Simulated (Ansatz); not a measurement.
# ZnF2: the cell at several levels of theory

One table from this session's results is given with a row withheld; the runs are named, their logs left out.

Code: Ansatz 0.2.0. PAW datasets, plane waves, zero pressure. No spin polarisation and no zero-point or thermal motion.

**The system as given**

Space group P4_2/mnm (No. 136), tetragonal; a = 4.705 Å, c = 3.134 Å in the conventional setting, 11.56 Å³ an atom. Zn has 6 F at 2.01–2.05 Å; F has 3 Zn at 2.01–2.05 Å.

As a file:

```
Zn F
1.0
     4.70480    0.00000    0.00000
     0.00000    4.70480    0.00000
     0.00000    0.00000    3.13380
Zn F
2 4
Cartesian
  0.0000 0.0000 0.0000
  2.3524 2.3524 1.5669
  1.4227 1.4227 0.0000
  0.9297 3.7751 1.5669
  3.2821 3.2821 0.0000
  3.7751 0.9297 1.5669
```

Set-up of the first run:

The input, input.yaml:

```yaml
crystal:
  lattice:
    - [4.7048, 0.0, 0.0]
    - [0.0, 4.7048, 0.0]
    - [0.0, 0.0, 3.1338]
  atoms:
    - { symbol: Zn, position: [0.0, 0.0, 0.0] }
    - { symbol: Zn, position: [0.5, 0.5, 0.5] }
    - { symbol: F, position: [0.3024, 0.3024, 0.0] }
    - { symbol: F, position: [0.1976, 0.8024, 0.5] }
    - { symbol: F, position: [0.6976, 0.6976, 0.0] }
    - { symbol: F, position: [0.8024, 0.1976, 0.5] }
kpoints:
  mp_grid: { grid: [6, 6, 8] }
hamiltonian:
  xc: pbe
scf:
  occupations: { method: fermi_dirac, width: 0.02 }
relax:
  f_tol: 0.005
  cell: {}
```

On the command line:

```sh
$ ansatz run input.yaml --threads 2 --pin off --max-ram 29491MiB --backend cpu --events-out ev --progress --plain --runs-dir out
```

Among the steps run: Relaxation with PBE; r2SCAN: cell and atoms; Relaxing with PBEsol; Relaxation with LDA.

One table of the session follows, with a row left open; its other results are not shown here.

```
 level  a (Å)  c (Å)  volume (Å³/atom)
   PBE  4.800  3.175            12.194
r2SCAN  4.703  3.127            11.528
PBEsol      ?      ?                 ?
   LDA  4.631  3.088            11.037
```

**Question.** Estimate the row for PBEsol.

**Answer.** a (Å): 4.720; c (Å): 3.126; volume (Å³/atom): 11.608. In the column «a (Å)» it lies between r2SCAN (4.703) and PBE (4.800).

The first relaxation changed the volume by +5.5 % from the start. The volume runs from LDA (least) to PBE (most), a spread of 10.5 %, or 3.4 % in length if all axes shared it alike.
